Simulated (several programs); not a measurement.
A 2-atom cell of LiCl started from a crystallographic database, relaxed with r2SCAN in Ansatz, was computed with several methods. It is cubic, Fm-3m (No. 225); conventional cell a = 5.112 Å, 16.70 Å³ an atom. Li is surrounded by 6 Cl at 2.56 Å; Cl is surrounded by 6 Li at 2.56 Å. (Simulation; spin polarisation is off.)

```
Li Cl
1.0
     0.00000    2.55603    2.55603
     2.55603    0.00000    2.55603
     2.55603    2.55603    0.00000
Li Cl
1 1
Cartesian
  0.0000 0.0000 0.0000
  2.5560 2.5560 2.5560
```

Gaps and times are for a single point on this cell; volume and bulk modulus come from each method's own relaxation or energy curve at fixed shape. Times are rough, from shared hosts (Arm Neoverse V1; Arm Neoverse V2; Intel Xeon 6975P-C), and each method has its own mesh and cell size. PM6 (MOPAC), PM7 (MOPAC), GFN1-xTB (tblite), GFN2-xTB (tblite) treat a cluster of cells at its zone centre, which samples few k points: where these miss a band edge, the gap comes out too large for that reason alone. Gaps from k meshes are read at a limited set of points (mesh, symmetry points, PBE's band edges), so each method's own least gap may be somewhat smaller. Force fields have no electrons; where one was fitted to this phase, its volume and modulus reflect the fit. xTB and the PM methods were fitted mostly to molecules, and can miss a solid's gap by electronvolts. Minimal bases can be far off for gaps. Times of the plane-wave rungs are withheld (a dash), since they come from other jobs, hosts and meshes; the meshes of hybrids and Hartree-Fock don't converge their gaps to the digits shown. GLLB-SC's gap includes the derivative discontinuity. G0W0 is at finite bands, cutoff and mesh. d marks a direct gap, i an indirect one (no mark: not told apart), a dash a value that wasn't computed or didn't pass its checks.

| method | kind | gap (eV) | own volume (Å³/atom) | bulk modulus (GPa) | atoms computed | processor time |
| --- | --- | --- | --- | --- | --- | --- |
| PBEsol | semilocal | – | 16.24 | – | 2 | – |
| ffield.eim (LAMMPS) | force field | – | – | – | 2 | 0.13 s |
| light PBE (260 eV, its own mesh) | light plane-wave | 6.39 i | – | – | 2 | 0.46 s |
| LDA | semilocal | 6.04 i | 15.30 | – | 2 | – |
| PBE | semilocal | 6.38 d | 17.08 | 32 | 2 | – |
| r2SCAN | semilocal | 7.29 d | 16.70 | 35 | 2 | – |
| PBE/single zeta (GPAW) | small basis | 5.53 d | – | – | 2 | 3.1 s |
| GFN1-xTB (tblite) | tight binding | 4.19 | 15.20 | 44 | cluster | 4.4 s |
| PM7 (MOPAC) | semi-empirical | 5.92 | – | – | cluster | 5.8 s |
| PM6 (MOPAC) | semi-empirical | 10.03 | – | – | cluster | 6.5 s |
| GLLB-SC (GPAW) | model potential | 10.47 | – | – | 2 | 7.5 s |
| PBE/SZV (CP2K) | small basis | 5.88 d | – | – | 2 | 7.5 s |
| GFN2-xTB (tblite) | tight binding | 4.61 | 16.44 | 39 | cluster | 7.5 s |
| G0W0@LDA (140 eV screening cutoff) | many-body | 8.68 | – | – | 2 | – |
| G0W0@r2SCAN (180 eV screening cutoff) | many-body | 9.37 | – | – | 2 | – |
| PBE/DZVP (CP2K) | small basis | 6.31 i | 17.14 | 32 | 2 | 15 s |
| LC-ωPBE | hybrid | 13.23 d | – | – | 2 | – |
| PBE0 | hybrid | 8.50 d | – | – | 2 | – |
| HSE06 | hybrid | 7.79 d | 16.72 | – | 2 | – |
| DDH-PBE0 | hybrid | 9.25 d | – | – | 2 | – |
| G0W0@PBE (260 eV screening cutoff) | many-body | 8.98 | – | – | 2 | – |
| Hartree-Fock | exact exchange | 15.32 d | – | – | 2 | – |
| G0W0@HSE06 (180 eV screening cutoff) | many-body | 9.54 | – | – | 2 | – |
| G0W0@PBE0 (180 eV screening cutoff) | many-body | 9.75 | – | – | 2 | – |

Question: How far from the measured values lie the methods that can be set against them?

Answer:
- Volume, measured 16.99 Å³ an atom: PBEsol -4.5 %, LDA -10.0 %, PBE +0.5 %, r2SCAN -1.7 %, GFN1-xTB (tblite) -10.5 %, GFN2-xTB (tblite) -3.2 %, PBE/DZVP (CP2K) +0.8 %, HSE06 -1.6 %.
The calculations are for a static lattice; samples hold vibrations, temperature and, in optical gaps, excitons. A measured value is shown where most reports agree with it, and only for the quantities listed. Sources: 16.99 Å³ an atom (from the lattice constants; cubic cell parameter; 300 K; “Pseudo-ternary LiBH4-LiCl-P2S5 system as structurally disordered bulk electrolyte for all-solid-state lithium batteries”; Apparently the LiCl phase refined within a ball-milled multiphase composite, not a separate pure sample; temperature not stated, presumably …; 2020; arxiv:2006.02360).
